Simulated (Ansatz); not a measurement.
## Relaxation path: Au (beta tin type)

DFT, PBE, PAW with Ansatz's default frozen-core files, scalar-relativistic (Ansatz 0.2.0); a Γ-centred 20×20×20 k mesh, Fermi–Dirac smearing of 0.1 eV, no spin polarisation. The run relaxes cell and atoms at a target pressure of 720 GPa.

Command: `ansatz run input.yaml --threads 1 --pin off --max-ram 3584MiB --backend cpu --events-out ev --progress --plain --runs-dir out` It took 41 s on 1 thread of Intel(R) Xeon(R) 6975P-C (Granite Rapids), on a shared host, peak memory 0.57 GiB.

```yaml
crystal:
  lattice:
    - [-2.002312874, 2.002312874, 1.1012720807]
    - [2.002312874, -2.002312874, 1.1012720807]
    - [2.002312874, 2.002312874, -1.1012720807]
  atoms:
    - { symbol: Au, position: [-0.375, -0.125, -0.25] }
    - { symbol: Au, position: [0.375, 0.125, 0.25] }
kpoints:
  mp_grid: { grid: [20, 20, 20] }
scf:
  occupations: { method: fermi_dirac, width: 0.1 }
hamiltonian:
  xc: pbe
  pseudopotentials: { kind: paw }
output:
  forces: true
  stress: true
  eigenvalues: true
relax:
  f_tol: 0.005
  max_steps: 40
  cell: { p_target: 720.0, stress_tol: 0.36 }
```

Each step lists its enthalpy F + pV a cell above the last geometry, the pressure, the cell vectors (Å), and Cartesian positions (Å) with forces (eV/Å).

The first step:

```
step 1  dH = 425.78 meV  P = 826.2 GPa
  cell -2.0023 2.0023 1.1013  2.0023 -2.0023 1.1013  2.0023 2.0023 -1.1013
  Au 0.0000 -1.0012 -0.2753   0.0000 0.0000 0.0000
  Au 0.0000 1.0012 0.2753   0.0000 0.0000 0.0000
```

Spin–orbit coupling is left out, which matters for the heavy atoms.

Where does the relaxation end, and by which steps?

After 5 geometries, with conventional a, b, c = 4.109, 4.109, 2.168 Å, at 9.151 Å³/atom (+3.63 % against the start) in space group I4_1/amd, with a shortest distance of 2.125 Å. The further steps:
```
step 2  dH = 506.91 meV  P = 578.0 GPa  (not accepted)
  cell -2.1003 2.1003 1.0978  2.1003 -2.1003 1.0978  2.1003 2.1003 -1.0978
  Au 0.0000 -1.0502 -0.2745   0.0000 0.0000 0.0000
  Au 0.0000 1.0502 0.2745   0.0000 0.0000 0.0000
step 3  dH = 11.82 meV  P = 712.5 GPa
  cell -2.0501 2.0501 1.0916  2.0501 -2.0501 1.0916  2.0501 2.0501 -1.0916
  Au 0.0000 -1.0251 -0.2729   0.0000 0.0000 0.0000
  Au 0.0000 1.0251 0.2729   0.0000 0.0000 0.0000
step 4  dH = 1.38 meV  P = 715.2 GPa
  cell -2.0538 2.0538 1.0866  2.0538 -2.0538 1.0866  2.0538 2.0538 -1.0866
  Au 0.0000 -1.0269 -0.2716   0.0000 0.0000 0.0000
  Au 0.0000 1.0269 0.2716   0.0000 0.0000 0.0000
step 5  dH = 0.00 meV  P = 719.9 GPa
  cell -2.0543 2.0543 1.0842  2.0543 -2.0543 1.0842  2.0543 2.0543 -1.0842
  Au 0.0000 -1.0272 -0.2710   0.0000 0.0000 0.0000
  Au 0.0000 1.0272 0.2710   0.0000 0.0000 0.0000
step 6  dH = -1.82 meV  P = 719.8 GPa  (same geometry on a basis chosen anew; earlier energies don't compare to the last digit)
  cell -2.0543 2.0543 1.0842  2.0543 -2.0543 1.0842  2.0543 2.0543 -1.0842
  Au 0.0000 -1.0272 -0.2710   0.0000 0.0000 0.0000
  Au 0.0000 1.0272 0.2710   0.0000 0.0000 0.0000
```
